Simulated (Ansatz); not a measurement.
# C: moving C off its site

C, P6_3/mmc, a = 2.499 Å, c = 4.161 Å. Ansatz: PBEsol, PAW, 420 eV, Γ-centred 12×12×6 mesh on 4 atoms, Gaussian smearing 0.05 eV; no spin polarisation.

```
CELL_PARAMETERS angstrom
2.49881 0.00000 0.00000
-1.24941 2.16404 0.00000
0.00000 0.00000 4.16084
ATOMIC_POSITIONS crystal
C 0.33333 0.66667 0.06280
C 0.66667 0.33333 0.56280
C 0.33333 0.66667 0.43720
C 0.66667 0.33333 0.93720
```

Atom 1 (C) moves by x along the unit vector (-0.814, -0.470, -0.341), with its periodic images; all else is held. y is the free energy of the cell over the start, F the force along the path summed over the moved atoms.

| x (Å) | y (meV) | F (eV/Å) |
| --- | --- | --- |
| -0.200 | ? | ? |
| -0.160 | 408.8 | 4.56 |
| -0.120 | 242.4 | 3.73 |
| -0.080 | 113.4 | 2.69 |
| -0.040 | 29.8 | 1.45 |
| 0.000 | 0.0 | 0.00 |
| 0.080 | 136.8 | -3.57 |
| 0.120 | 321.8 | -5.72 |
| 0.160 | 597.9 | -8.13 |
| 0.200 | 976.4 | -10.84 |

Task: Fit y = c2 x² + c3 x³ + c4 x⁴ to the energies of the other rows, give the force constant, and predict energy and force of the missing row.

Result: Least squares on the rows shown. y = 19466 x² + 23095 x³ + 8019.7 x⁴. The force constant is 2 c2 = 38.9 eV/Å² (for all images moving together, not for a lone atom). The force −dy/dx at the missing row is 5.27 eV/Å (computed 5.18). At x = -0.200 the fit asked for gives 606.7 meV. The run gave 604.3 meV, so the fit is 2.4 meV too high, a small miss on the scale of the series.

Cost: 10 runs of about 0.91 core-minutes in all, on Intel Xeon Platinum 8259CL (Skylake/Cascade Lake) (shared hosts).